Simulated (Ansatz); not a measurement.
Al:

```xyz
2
Lattice="4.4916 0.0000 0.0000 -2.2458 3.8898 0.0000 0.0000 0.0000 2.7226" Properties=species:S:1:pos:R:3 pbc="T T T"
Al    0.0000    2.5932    0.0000
Al    2.2458    1.2966    0.0000
```

The cell was built by a generator and needn't be a form met in nature.

```yaml
Program: Ansatz 0.2.0
Task: relaxation of cell and atoms
Functional: B3LYP
Potentials_or_basis: Ansatz PAW
Cutoff: "420 eV (not typed: the program's choice for these potentials)"
k_mesh: 4 × 4 × 5
Occupations: fermi-dirac, width 0.05 eV
Spin: no spin polarisation
```

At the start: volume 23.78 Å³/atom.

**Question.** How do energy, volume and symmetry change on relaxing?

**Answer.** It ends after 7 steps and the volume is 25.81 Å³/atom (+8.5 %); space group P6/mmm (No. 191, to 0.05 Å).

Step by step:
| step | energy change (eV) | largest force (eV/Å) | volume (Å³) |
| --- | --- | --- | --- |
| 1 | 0.0000 | 0.0000 | 47.57 |
| 2 | -0.0488 | 0.0000 | 51.10 |
| 3 | -0.0494 | 0.0000 | 51.50 |
| 4 | -0.0494 | 0.0000 | 51.54 |
| 5 | -0.0509 | 0.0000 | 51.54 |
| 6 | -0.0509 | 0.0000 | 51.61 |
| 7 | -0.0509 | 0.0000 | 51.61 |

Final structure:
```xyz
2
Lattice="4.5793 0.0000 0.0000 -2.2897 3.9658 0.0000 0.0000 0.0000 2.8419" Properties=species:S:1:pos:R:3 pbc="T T T"
Al    0.0000    2.6439    0.0000
Al    2.2897    1.3219    0.0000
```

Caveat: the k mesh is coarse (spacing up to 0.46 Å⁻¹), so the values aren't converged, least of all with exact exchange; the plane-wave basis is chosen anew once the cell has moved, so the energies of steps on either side of that aren't comparable; the PAW data sets come from PBE, with cores solved anew for the run's functional, which leaves a small shift of forces and pressure.
